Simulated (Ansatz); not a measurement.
# ReS2 monolayer (2H): from the cell to its phonons, part 2 of 3

How does ReS2 monolayer (2H) vibrate, and is this structure a minimum?

Ansatz 0.2.0; DFT PBE, scalar-relativistic, plane waves, PAW.

So far: Starting point; Relaxation.

### Step 3. Relaxing to small forces for the phonons

Phonons need a cell at rest on their own settings, so the relaxation is repeated with tight tolerances on forces and stress, using the mesh and the filling of the phonon run that follows.

input.yaml

```yaml
crystal:
  lattice:
    - [3.3128013483, 0.0, 0.0]
    - [-1.6564006741, 2.8689701253, 0.0]
    - [0.0, 0.0, 30.0]
  atoms:
    - { symbol: Re, position: [0.3333333333, 0.6666666667, 0.3333333333] }
    - { symbol: S, position: [0.6666666667, 0.3333333333, 0.3814202625] }
    - { symbol: S, position: [0.6666666667, 0.3333333333, 0.2852464042] }
  periodic: [true, true, false]
kpoints:
  mp_grid: { grid: [18, 18, 1] }
hamiltonian:
  xc: pbe
scf:
  occupations: { method: methfessel_paxton, width: 0.15 }
output:
  forces: true
  stress: true
  eigenvalues: true
  write_density: true
  write_potential: true
  elf: true
  volumetric_format: npy
relax:
  adjacent_minimum: "off"
  f_tol: 0.001
  max_steps: 60
  cell: { stress_2d_tol: 0.002 }
```

Started as:

```sh
ansatz run input.yaml --threads 8 --pin off --max-ram 14336MiB --backend cpu --events-out ev --progress --plain --runs-dir out
```

Numbers of over 12 decimals in the logs are rounded to 6 here.

The log of the run:

```text
[...]
Crystal: 3 atoms, lattice volume = 285.130 Å³
Basis set: ecut = 420 eV, 5657 PW (Γ), exchange–correlation on 48×48×432 points (8 copies of the dense FFT grid, shifted against one another)
Bands: 18, of which v1, the nominal top of the filled ones, is band 14 counted from 1 (13 counted from 0)
Symmetry: 12 space group operations
[...]
--- Relaxed structure (3 steps of the walk, 3 accepted, 1 SCFs on fresh bases) ---
[...]
cell:  # Å, volume = 285.1800 Å³
    - [3.313093, -2.8870031399861814e-11, 0.0]
    - [-1.656546, 2.869222, 0.0]
    - [0.0, 0.0, 30.0]
  atoms:
    - { symbol: Re, position: [0.333333, 0.666667, 0.333333] }
    - { symbol: S, position: [0.666667, 0.333333, 0.381411] }
    - { symbol: S, position: [0.666667, 0.333333, 0.285256] }
[key lines of the parts left out:]
SCF converged after 9 iterations
Free energy (F): -12672.998847 eV
Fermi energy:    -4.092333 eV
P = ½ c Tr σ = 0.0002 N/m
```

Elapsed: 12 s, on 8 threads of Arm Neoverse V2, shared host; peak memory 0.78 GiB; 90 s of CPU time.

Little changed from the start: no atom moved by 0.005 Å and no cell edge by 0.1 %.

This step gave:

- area per atom: 3.169 Å²

ELF in the ac plane at fractional y = 0.333, with atoms of S within 0.2 Å of it. It is the smooth field of the valence electrons, not physical close to the nuclei.

Ten even steps from '_' (0.00) to '@' (0.85), each cell a mean:
```
__________________________________
__________________________________
__________________________________
__________________________________
__________________________________
__________________________________
__________________________________
__________________________________
__________________________________
__________________________________
__________________________________
__________________________________
____________________........______
::________..--++##%%%%@@@@%%##**==
##--....::++%%@@@@%%**++++##@@@@@@
==--::::::--==++****++====++****++
==--::::::--++**####++====**####**
**--..__..==##@@@@@@%%####%%@@@@@@
..__________::==++**########**++--
__________________________________
__________________________________
__________________________________
__________________________________
__________________________________
```
Columns run along a (3.3 Å), rows up along c (30.0 Å). Atoms in or near the plane, at fractional coordinates: S at (0.67, 0.38), S at (0.67, 0.29).

Electrostatic potential energy in the ac plane at fractional y = 0.333, with atoms of S within 0.2 Å of it. With pseudopotentials it is smooth inside the atoms' cores, unlike the true potential.

Values in eV, 24 rows by 14 columns, each cell a mean:
```
  0   0   0   0   0   0   0   0   0   0   0   0   0   0
  0   0   0   0   0   0   0   0   0   0   0   0   0   0
  0   0   0   0   0   0   0   0   0   0   0   0   0   0
  0   0   0   0   0   0   0   0   0   0   0   0   0   0
  0   0   0   0   0   0   0   0   0   0   0   0   0   0
  0   0   0   0   0   0   0   0   0   0   0   0   0   0
  0   0   0   0   0   0   0   0   0   0   0   0   0   0
  0   0   0   0   0   0   0   0   0   0   0   0   0   0
  0   0   0   0   0   0   0   0   0   0   0   0   0   0
  0   0   0   0   0   0   0   0   0   0   0   0   0   0
  0   0   0   0   0   0   0   0   0   0   0   0   0   0
  0   0   0   0   0   0   0   0   0   0   0   0   0   0
  0   0   0   0   0   0   0   0   0   0   0   0   0   0
  0   0   0   0   0  -1  -1  -1  -2  -2  -2  -1  -1  -1
 -5  -3  -2  -3  -4  -8 -18 -26 -29 -29 -29 -28 -23 -12
-10 -13 -14 -14 -12 -10 -11 -15 -17 -18 -18 -16 -13 -10
 -9 -10 -11 -11 -10 -10 -14 -19 -22 -23 -22 -21 -17 -11
 -4  -2  -2  -2  -3  -7 -14 -22 -24 -25 -25 -23 -19 -10
  0   0   0   0   0   0   0  -1  -1  -1  -1  -1   0   0
  0   0   0   0   0   0   0   0   0   0   0   0   0   0
  0   0   0   0   0   0   0   0   0   0   0   0   0   0
  0   0   0   0   0   0   0   0   0   0   0   0   0   0
  0   0   0   0   0   0   0   0   0   0   0   0   0   0
  0   0   0   0   0   0   0   0   0   0   0   0   0   0
```
Columns run along a (3.3 Å; values clipped at the 3rd and 97th percentile), rows up along c (30.0 Å). Atoms in or near the plane, at fractional coordinates: S at (0.67, 0.38), S at (0.67, 0.29).

Valence density in the ac plane at fractional y = 0.333, with atoms of S within 0.2 Å of it. It is the smooth field of the valence electrons, not physical close to the nuclei.

Values in units of 1e-1 e/Å³, 24 rows by 14 columns, each cell a mean:
```
0.0 0.0 0.0 0.0 0.0 0.0 0.0 0.0 0.0 0.0 0.0 0.0 0.0 0.0
0.0 0.0 0.0 0.0 0.0 0.0 0.0 0.0 0.0 0.0 0.0 0.0 0.0 0.0
0.0 0.0 0.0 0.0 0.0 0.0 0.0 0.0 0.0 0.0 0.0 0.0 0.0 0.0
0.0 0.0 0.0 0.0 0.0 0.0 0.0 0.0 0.0 0.0 0.0 0.0 0.0 0.0
0.0 0.0 0.0 0.0 0.0 0.0 0.0 0.0 0.0 0.0 0.0 0.0 0.0 0.0
0.0 0.0 0.0 0.0 0.0 0.0 0.0 0.0 0.0 0.0 0.0 0.0 0.0 0.0
0.0 0.0 0.0 0.0 0.0 0.0 0.0 0.0 0.0 0.0 0.0 0.0 0.0 0.0
0.0 0.0 0.0 0.0 0.0 0.0 0.0 0.0 0.0 0.0 0.0 0.0 0.0 0.0
0.0 0.0 0.0 0.0 0.0 0.0 0.0 0.0 0.0 0.0 0.0 0.0 0.0 0.0
0.0 0.0 0.0 0.0 0.0 0.0 0.0 0.0 0.0 0.0 0.0 0.0 0.0 0.0
0.0 0.0 0.0 0.0 0.0 0.0 0.0 0.0 0.0 0.0 0.0 0.0 0.0 0.0
0.0 0.0 0.0 0.0 0.0 0.0 0.0 0.0 0.0 0.0 0.0 0.0 0.0 0.0
0.0 0.0 0.0 0.0 0.0 0.0 0.0 0.0 0.0 0.0 0.0 0.0 0.0 0.0
0.2 0.1 0.1 0.1 0.2 0.3 0.6 0.9 1.2 1.3 1.3 1.0 0.7 0.4
2.5 1.4 1.0 1.2 1.9 3.8 6.6 8.9 8.8 7.2 7.9 9.1 8.0 5.1
4.4 4.7 5.0 5.0 4.6 4.7 5.4 6.3 6.6 6.3 6.4 6.5 5.8 4.9
4.2 3.9 3.9 3.9 4.0 4.8 6.3 7.5 7.5 6.6 6.9 7.6 7.0 5.4
2.0 1.1 0.8 0.9 1.5 3.1 5.4 7.6 8.0 7.2 7.6 8.0 6.7 4.2
0.1 0.1 0.1 0.1 0.1 0.2 0.3 0.4 0.6 0.7 0.6 0.5 0.4 0.2
0.0 0.0 0.0 0.0 0.0 0.0 0.0 0.0 0.0 0.0 0.0 0.0 0.0 0.0
0.0 0.0 0.0 0.0 0.0 0.0 0.0 0.0 0.0 0.0 0.0 0.0 0.0 0.0
0.0 0.0 0.0 0.0 0.0 0.0 0.0 0.0 0.0 0.0 0.0 0.0 0.0 0.0
0.0 0.0 0.0 0.0 0.0 0.0 0.0 0.0 0.0 0.0 0.0 0.0 0.0 0.0
0.0 0.0 0.0 0.0 0.0 0.0 0.0 0.0 0.0 0.0 0.0 0.0 0.0 0.0
```
Columns run along a (3.3 Å), rows up along c (30.0 Å). Atoms in or near the plane, at fractional coordinates: S at (0.67, 0.38), S at (0.67, 0.29).

The largest force component left is 0.028 meV/Å, within the tolerances set.

### Step 4. Modes at Γ

The zone centre comes first: it holds the modes that light can see, as far as symmetry allows. No field response is asked, since the mesh shows no gap.

input.yaml, the sections that differ from step 3:

```yaml
crystal:
  lattice:
    - [3.3130927299, 0.0, 0.0]
    - [-1.6565463649, 2.8692224692, 0.0]
    - [0.0, 0.0, 30.0]
  atoms:
    - { symbol: Re, position: [0.3333333333, 0.6666666667, 0.3333333333] }
    - { symbol: S, position: [0.6666666667, 0.3333333333, 0.3814109508] }
    - { symbol: S, position: [0.6666666667, 0.3333333333, 0.2852557159] }
  periodic: [true, true, false]
output:
  eigenvalues: true
phonons:
  method: dfpt
# kpoints, hamiltonian, scf: as in step 3
# relax: removed
```

The log of the run:

```text
[...]
Crystal: 3 atoms, lattice volume = 285.180 Å³
Basis set: ecut = 420 eV, 5657 PW (Γ), exchange–correlation on 48×48×432 points (8 copies of the dense FFT grid, shifted against one another)
Bands: 18, of which v1, the nominal top of the filled ones, is band 14 counted from 1 (13 counted from 0)
Symmetry: 12 space group operations
k-points: 91 of 324 (irreducible under 2 space group operations, time reversal used)
[...]
SCF iter   1: F=—  HF=-12673.011694 eV  |F-HF|=—  |Δ(HF+E_count)|=         —  Δρ=5.11e-3  dr2=1.25e-1  ethr=1.77e-3  ⟨swp⟩=13.6  Hψ=15546  notcnv=0
[...]
SCF iter  10: F=-12672.998847 eV  HF=-12672.998847 eV  |F-HF|=2.36e-11  |Δ(HF+E_count)|=   1.69e-9  S|Δr|=    0.00e0  Δρ=1.74e-8  dr2=3.98e-13  ethr=1.00e-12  ⟨swp⟩=14.6  Hψ=14782  notcnv=0
SCF 1 converged in 10 iterations: F = -12672.998847 eV  dr2 = 3.98e-13
[...]
DFPT response loops at Γ: preconditioner auto → none (partly filled bands, converged f_vac=0.775); β = 0.50; Broyden in place of MSR1
SCF converged after 10 iterations
[...]
Free energy (F): -12672.998847 eV
[...]
Internal energy: -12672.995478 eV  (E = F + TS)
E sigma→0 (E₀):  -12672.998005 eV
Entropy (-TS):   -0.003370 eV (-1.123 meV/atom)
Fermi energy:    -4.092333 eV
[...]
--- Band table (eV; the first three rows and the last of 91) ---
  k-point 0: bands = [... 10 lower, -8.2393, -7.1837, -5.5924, -3.4877, -3.4877, -2.9498, -2.9498, -1.2370]
  k-point 1: bands = [... 10 lower, -8.3037, -7.0840, -5.6470, -3.5433, -3.3999, -3.0445, -3.0062, -1.0401]
  k-point 2: bands = [... 10 lower, -8.4771, -6.9241, -5.8201, -3.6318, -3.2411, -3.1612, -3.1597, -0.5721]
  k-point 90: bands = [... 10 lower, -9.1984, -7.3642, -6.8834, -4.4194, -3.4186, -2.6675, -1.3457, 0.7896]
--- Phonons (Γ-DFPT): 4 representative perturbations + reference, on 91 of 324 k-points (Σ response iterations 22) ---
  k mesh reduced under 2 symmetry operations, with k and −k counted as one. Each operation leaves every solved perturbation unchanged. A smaller set is not used because it would not reduce the number of displacements times k-points to solve
  ASR residual: 5.726e-5 → 0.000e0 eV/Å²; symmetrization residual: 1.165e-5 eV/Å²
  ASR residual per site (eV/Å²): 5.73e-5 4.33e-5 4.33e-5
  Γ frequencies (cm⁻¹): 0.00 0.00 0.00 275.98 275.98 320.68 320.68 366.32 387.06
  non-analytic LO–TO correction: not included (Born effective charges unavailable; polar crystals: no LO–TO splitting at Γ)
```

Wall time 38 s (8 threads); peak memory 1.9 GiB.

Numbers from this step:

```
sum-rule residual before enforcement                    : 5.73e-5 eV/Å²
point group                                             : -6m2
highest optical mode at the zone centre (no LO-TO term) : 387.1 cm⁻¹
lowest optical zone-centre mode                         : 276.0 cm⁻¹
```

Patterns of degenerate modes are one choice out of their space. The modes at Γ (shares of kinetic energy by element, %):

```csv
mode,frequency (cm⁻¹),symmetry,Re %,S %
1,0.0,acoustic,74,26
2,0.0,acoustic,74,26
3,0.0,acoustic,74,26
4,276.0,E'',0,100
5,276.0,E'',0,100
6,320.7,E',26,74
7,320.7,E',26,74
8,366.3,A2'',26,74
9,387.1,A1',0,100
```

Displacements in mode 5 (276.0 cm⁻¹), the largest set to 1:
```
Re1  0.00  0.00  0.00
S2   0.01 -1.00  0.00
S3  -0.01  1.00  0.00
```

Displacements in mode 9 (387.1 cm⁻¹), the largest set to 1:
```
Re1  0.00  0.00  0.00
S2   0.00  0.00 -1.00
S3   0.00  0.00  1.00
```

Before it was imposed, the acoustic sum rule was missed by 5.7e-5 eV/Å². Small misses are needed for a sound result but don't prove that mesh and cutoff are converged. The lowest optical mode is real, 276 cm⁻¹.

### Step 5. Phonons on a q mesh

Stability and thermal properties need the whole zone. Linear response on a 6×6×1 q mesh gives force constants as far as a supercell of that size would.

Changes to input.yaml since step 4:

```diff
@@ -20 +20,10 @@
   method: dfpt
+  qmesh: [6, 6, 1]
+  temperatures: { t_max: 1000, t_step: 50 }
+  qpath:
+    path:
+      - [0.0, 0.0, 0.0]
+      - [0.5, 0.0, 0.0]
+      - [0.33333333, 0.33333333, 0.0]
+      - [0.0, 0.0, 0.0]
+    npoints: 10
```

The log of the run:

```text
[...]
Crystal: 3 atoms, lattice volume = 285.180 Å³
Basis set: ecut = 420 eV, 5657 PW (Γ), exchange–correlation on 48×48×432 points (8 copies of the dense FFT grid, shifted against one another)
Bands: 18, of which v1, the nominal top of the filled ones, is band 14 counted from 1 (13 counted from 0)
Symmetry: 12 space group operations
k-points: 37 of 324 (time reversal used)
[...]
SCF iter   1: F=—  HF=-12673.011740 eV  |F-HF|=—  |Δ(HF+E_count)|=         —  Δρ=5.11e-3  dr2=1.25e-1  ethr=1.77e-3  ⟨swp⟩=13.4  Hψ=6243  notcnv=0
[...]
SCF iter  10: F=-12672.998847 eV  HF=-12672.998847 eV  |F-HF|=1.82e-12  |Δ(HF+E_count)|=   1.76e-9  S|Δr|=    0.00e0  Δρ=1.91e-8  dr2=5.25e-13  ethr=1.00e-12  ⟨swp⟩=14.8  Hψ=6045  notcnv=0
SCF 1 converged in 10 iterations: F = -12672.998847 eV  dr2 = 5.25e-13
[...]
phonons: the bands overlap, so this run is a metal and interpolates without the dipole-dipole term. If the crystal is really an insulator or semiconductor, its LO-TO splitting is missing
NSCF: frozen V_eff on 37 k-points
WARN: eigensolver did not converge (k=0): 1 band(s) unlocked after 2 eigensolves, warm-restarted (20 sweeps on the last) at ethr=1.10e-12 eV (storage-precision floor; scheduled 1.00e-12 eV) (lowest unlocked band 17, counted from 0; max residual 5.48e-6 eV among the unlocked bands, 5.48e-6 eV over every band; other slots of this pass that fall short are told together in one closing line; warning suppressed until the next SCF loop or pass starts)
WARN: eigensolver did not converge in 20 slots of this pass, the one above among them; of largest residual over every band (k=20): 1 band(s) unlocked (lowest unlocked band 17, counted from 0; max residual 7.80e-4 eV among the unlocked bands, 7.80e-4 eV over every band); of lowest unlocked band (k=0): band 17
[...]
DFPT response loops at q = (0, 0, 0) (fractional): preconditioner auto → none (partly filled bands, converged f_vac=0.775); β = 0.50; Broyden in place of MSR1
[...]
SCF converged after 10 iterations
[...]
Free energy (F): -12672.998847 eV
[...]
Internal energy: -12672.995478 eV  (E = F + TS)
E sigma→0 (E₀):  -12672.998005 eV
Entropy (-TS):   -0.003370 eV (-1.123 meV/atom)
Fermi energy:    -4.092332 eV
[...]
--- Band table (eV; the first three rows and the last of 37) ---
  k-point 0: bands = [... 10 lower, -8.2393, -7.1837, -5.5924, -3.4877, -3.4877, -2.9498, -2.9498, -1.2370]
  k-point 1: bands = [... 10 lower, -8.3037, -7.0840, -5.6470, -3.5433, -3.3999, -3.0445, -3.0062, -1.0401]
  k-point 2: bands = [... 10 lower, -8.4771, -6.9241, -5.8201, -3.6318, -3.2411, -3.1612, -3.1597, -0.5721]
  k-point 36: bands = [... 10 lower, -8.8775, -7.7577, -6.3549, -5.3175, -2.5721, -2.3759, -1.3532, 0.7362]
--- Phonons (Γ-DFPT): 4 representative perturbations + reference (Σ response iterations 21) ---
  ASR residual: 3.608e-5 → 0.000e0 eV/Å²; symmetrization residual: 2.653e-6 eV/Å²
  ASR residual per site (eV/Å²): 2.49e-5 3.61e-5 3.61e-5
  Γ frequencies (cm⁻¹): 0.00 0.00 0.00 275.98 275.98 320.68 320.68 366.32 387.06
--- Phonons (arbitrary-q DFPT): 7 irreducible q on the 6×6×1 mesh ---
  q = [0.0000, 0.0000, 0.0000] (star 1, of the zone-centre solve; hermiticity 2.25e-7, symmetrization 3.03e-11): -0.00 0.00 0.00 275.98 275.98 320.68 320.68 366.32 387.06
  q = [0.0000, 0.1667, 0.0000] (star 6, 6 solved perturbations on 171 of 324 k-point pairs; hermiticity 6.12e-7, symmetrization 4.76e-10): -15.88 28.53 66.67 281.88 282.13 319.61 323.73 339.13 377.94
[...]
q = [0.1667, 0.1667, 0.0000] (star 6, 4 solved perturbations in 990 linear systems a pass and spin channel, the states on 324 of 324 k-point pairs; hermiticity 7.63e-7, symmetrization 2.74e-10): -63.20 64.88 87.71 274.71 296.08 309.93 314.29 319.69 362.35
[...]
sum rule: each row above includes the acoustic sum rule's correction from the zone centre's row sums; it moved no ω² by more than (0.55 cm⁻¹)²
  mesh force constants: q→R imaginary residual 1.36e-18; ASR residual 3.608e-5 → 0.000e0 eV/Å²; symmetrization residual 8.882e-15 eV/Å²
  interpolated dispersion: 31 rows × 9 modes
  density of states and harmonic sums: on the 24×24×1 q-mesh, interpolated from the force constants of a 6×6×1 supercell (no non-analytic term)
  largest difference from the sums on the solved wave vectors: F 2.70e-2 eV, S 3.60e-5 and C_V 9.87e-6 eV/K
  zero-point energy: 0.124633 eV/cell   skipped modes (ω ≤ 0): 66, of them read as no rigid motion or as one in doubt: 63 (1.043e0 modes/cell left out, lowest -129.48 cm⁻¹)   left out of the sums: 1.17e-1 of the cell's modes: C_V's classical limit lies that fraction below 3 k_B per atom; for a crystal, a wire or a layer, F and S can be off by more, and a phonons.interpolated_qmesh denser along its periods is the remedy for the sampling
```

It took 8.7 min on 8 threads; peak memory 3.6 GiB.

This step gave:

* sum-rule residual before enforcement: 3.61e-5 eV/Å²
* lowest frequency on the path: -129.8 cm⁻¹
* highest frequency on the path or at a solved wavevector: 387.1 cm⁻¹
* lowest mode on the q mesh (acoustic modes at Γ apart): -127.5 cm⁻¹

Frequencies (cm⁻¹) solved at each irreducible wavevector; negative means imaginary. Frequencies by wavevector, by row:

```csv
q in reciprocal lattice units,star,mode 1,mode 2,mode 3,mode 4,mode 5,mode 6,mode 7,mode 8,mode 9
0 0 0,1,0,0,0,276,276,320.7,320.7,366.3,387.1
0 0.1667 0,6,-15.9,28.5,66.7,281.9,282.1,319.6,323.7,339.1,377.9
0 0.3333 0,6,29.2,32.4,75.2,280.1,290,307,312.1,322.8,365.5
0 -0.5 0,3,-127.5,50.3,99.3,284.8,287.3,306.7,309.2,333.1,362.6
0.1667 0.1667 0,6,-63.2,64.9,87.7,274.7,296.1,309.9,314.3,319.7,362.4
0.1667 0.3333 0,12,-115.7,46.2,95.8,275.5,290.2,307,313,324.6,351.5
0.3333 0.3333 0,2,-106.7,-49.4,104.9,274.8,289.2,310.3,318.3,324.4,346.9
```

(Continued in part 3 of 3.)

[Logs are printed without paths, hosts, clocks, repeated set-up lines and the standing remarks that a program may print on its own settings, such as how far it seeks lower states.]

[Hosts, paths, dates, database ids (printed as entryN), source tags and the programs' standing remarks are cut or masked in the printed files.]
